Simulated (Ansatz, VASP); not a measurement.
## Two plane-wave programs on ZrB

The input INCAR:

```
SYSTEM = ZrB
  ALGO = Normal
  EDIFF = 1E-7
  EDIFFG = -0.05
  ENCUT = 600
  GGA = PE
  IBRION = 2
  ISIF = 3
  ISMEAR = 0
  IVDW = 12
  LASPH = .TRUE.
  LCHARG = .FALSE.
  LREAL = .FALSE.
  LWAVE = .FALSE.
  NELM = 60
  NSW = 100
  PREC = Accurate
  SIGMA = 0.1
```

Contents of KPOINTS:

```
k-points
0
G
  8 8 8
  0 0 0
```

Contents of POSCAR:

```
ZrB
1.0
    0.0000000000      2.3250000000      2.3250000000
    2.3250000000      0.0000000000      2.3250000000
    2.3250000000      2.3250000000      0.0000000000
Zr B
1 1
Direct
    0.0000000000      0.0000000000      0.0000000000
    0.5000000000      0.5000000000      0.5000000000
```

Input for Ansatz:

```yaml
crystal:
  lattice:
    - [0.0, 2.325, 2.325]
    - [2.325, 0.0, 2.325]
    - [2.325, 2.325, 0.0]
  atoms:
    - { symbol: Zr, position: [0.0, 0.0, 0.0] }
    - { symbol: B, position: [0.5, 0.5, 0.5] }
basis:
  ecutwfc: 420
kpoints:
  mp_grid: { grid: [8, 8, 8] }
hamiltonian:
  xc: pbe
  dispersion: d3bj
scf:
  occupations: { method: gaussian, width: 0.1 }
output:
  forces: true
  stress: true
  eigenvalues: true
relax:
  adjacent_minimum: "off"
  f_tol: 0.05
  max_steps: 80
  cell: { stress_tol: 0.5 }
```

Alike in both runs: task relaxation of cell and atoms; functional PBE; dispersion D3(BJ); k mesh 8 × 8 × 8; occupations gaussian, width 0.1 eV; no spin polarisation.

|  | VASP | Ansatz |
| --- | --- | --- |
| version | VASP 6.6.1 | Ansatz 0.2.0 |
| potentials or method | VASP PAW PBE potentials, release 64 (Zr_sv, B) | scalar-relativistic, plane waves, PAW |
| plane-wave cutoff (eV) | 600 | 420 |
| valence electrons in the cell | 15 | 15 |

|  | VASP | Ansatz | Ansatz less VASP |
| --- | --- | --- | --- |
| gap on the k mesh at the Fermi level, each at its own relaxed structure (eV) | none | none | - |
| relaxed volume (Å³/atom) | 14.38 | 14.37 | -0.004 |
| relaxed cell length with the largest relative difference (Å) | 3.439 | 3.439 | -0.0003 |
| energy change over the relaxation (meV/atom) | -147 | -146 | +1.4 |

A gap of «none» marks a metal or a gap that the smearing closes.

Caveats: the volume moved by +14 % from the deposited cell, more than functionals usually miss; pairwise dispersion overbinds metals, which lowers pressure and volume. Zero-point motion and thermal expansion aren't in these numbers.
